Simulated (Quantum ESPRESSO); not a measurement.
A calculation with Quantum ESPRESSO 7.5 of Tb (native input, structure typed inline):

The input pw.in:

```
&CONTROL
  calculation = 'scf'
  prefix = 'pwscf'
  outdir = './tmp'
  pseudo_dir = './pseudo'
  tprnfor = .true.
  tstress = .true.
  disk_io = 'low'
/
&SYSTEM
  ibrav = 0
  celldm(1) = 8
  nat = 2
  ntyp = 1
  ecutwfc = 55
  ecutrho = 440
  nbnd = 30
  input_dft = 'pbesol'
  occupations = 'smearing'
  smearing = 'fd'
  degauss = 0.00367493
  nspin = 2
  starting_magnetization(1) = 0.3158
/
&ELECTRONS
  conv_thr = 4d-10
  electron_maxstep = 120
  mixing_beta = 0.3
/
ATOMIC_SPECIES
Tb   158.9254 Tb.paw.z_19.atompaw.wentzcovitch.v1.2.upf
CELL_PARAMETERS alat
  0.8506129718472   0.0000000000000   0.0000000000000
 -0.4253064859236   0.7366524424017   0.0000000000000
  0.0000000000000   0.0000000000000   1.3449180828962
ATOMIC_POSITIONS crystal
Tb     0.6666666667    0.3333333333    0.7500000000
Tb     0.3333333333    0.6666666667    0.2500000000
K_POINTS automatic
9 9 5 0 0 0
```

File pp_density.in:

```
&INPUTPP
  prefix = 'pwscf'
  outdir = './tmp'
  filplot = 'density.dat'
  plot_num = 0
/
&PLOT
  nfile = 1
  filepp(1) = 'density.dat'
  iflag = 3
  output_format = 6
  fileout = 'density.cube'
/
```

The input pp_potential.in:

```
&INPUTPP
  prefix = 'pwscf'
  outdir = './tmp'
  filplot = 'potential.dat'
  plot_num = 11
/
&PLOT
  nfile = 1
  filepp(1) = 'potential.dat'
  iflag = 3
  output_format = 6
  fileout = 'potential.cube'
/
```

The input pp_spin.in:

```
&INPUTPP
  prefix = 'pwscf'
  outdir = './tmp'
  filplot = 'spin.dat'
  plot_num = 6
/
&PLOT
  nfile = 1
  filepp(1) = 'spin.dat'
  iflag = 3
  output_format = 6
  fileout = 'spin.cube'
/
```

Potentials or basis: SSSP 1.3 efficiency PBE.

Command:

```console
$ OMP_NUM_THREADS=1 mpirun -n 2 pw.x -nk 2 -in pw.in > pw.out
$ OMP_NUM_THREADS=1 mpirun -n 1 pp.x -in pp_density.in > pp_density.out
$ OMP_NUM_THREADS=1 mpirun -n 1 pp.x -in pp_potential.in > pp_potential.out
$ OMP_NUM_THREADS=1 mpirun -n 1 pp.x -in pp_spin.in > pp_spin.out
```

**Question.** Write the same calculation in another form: ASE script, structure from a POSCAR.

**Answer.** As run:

The input run.py:

```python
import numpy as np
from ase.calculators.espresso import Espresso, EspressoProfile
from ase.io import read

atoms = read('POSCAR')
atoms.set_initial_magnetic_moments([6.0, 6.0])

input_data = {
    'control': {'calculation': 'scf', 'prefix': 'pwscf', 'outdir': './tmp', 'tprnfor': True, 'tstress': True, 'disk_io': 'nowf'},
    'system': {'ecutwfc': 55.0, 'ecutrho': 440.0, 'nbnd': 30, 'input_dft': 'pbesol', 'occupations': 'smearing', 'smearing': 'fd', 'degauss': 0.00367493, 'nspin': 2},
    'electrons': {'conv_thr': 4e-10, 'electron_maxstep': 120, 'mixing_beta': 0.3},
}
pseudopotentials = {'Tb': 'Tb.paw.z_19.atompaw.wentzcovitch.v1.2.upf'}
profile = EspressoProfile(command='mpirun -n 2 pw.x -nk 2', pseudo_dir='pseudo')
dft = Espresso(profile=profile, input_data=input_data, pseudopotentials=pseudopotentials, kpts=(9, 9, 5), koffset=(0, 0, 0))
atoms.calc = dft

print(f'energy {atoms.get_potential_energy():.8f} eV')
print('forces (eV/A)')
print(np.round(atoms.get_forces(), 6))
print('stress (eV/A^3, Voigt)')
print(np.round(atoms.get_stress(), 8))
print(f'Fermi level {dft.get_fermi_level():.4f} eV')
```

File POSCAR:

```
Tb
1.0
    3.6010000000      0.0000000000      0.0000000000
   -1.8005000000      3.1185574790      0.0000000000
    0.0000000000      0.0000000000      5.6936000000
Tb
2
Direct
    0.6666666667      0.3333333333      0.7500000000
    0.3333333333      0.6666666667      0.2500000000
```

Potentials or basis: SSSP 1.3 efficiency PBE.

Launch:

```sh
$ OMP_NUM_THREADS=1 python run.py
```

Both were run:

|  | native input, structure typed inline | ASE script, structure from a POSCAR |
| --- | --- | --- |
| Pressure | -3.0 GPa | -3.0 GPa |
| Band gap on the k mesh | none (metal or under the smearing width) | none (metal or under the smearing width) |
| Net moment | 12.08 μB per cell | 12.08 μB per cell |
| Absolute moment | 12.08 μB per cell | 12.08 μB per cell |
| Site moments | Tb +5.96 μB | Tb +5.96 μB |
| Valence electrons inside the program's atomic spheres | Tb 17.51 | Tb 17.51 |

Keys that steer only the numerical path or the files written may differ.

Caveat: the potentials were made for another functional, which shifts forces and pressure; the magnetic or orbital state may not be the lowest; spin-orbit coupling is left out, which moves the levels of the heavy elements.
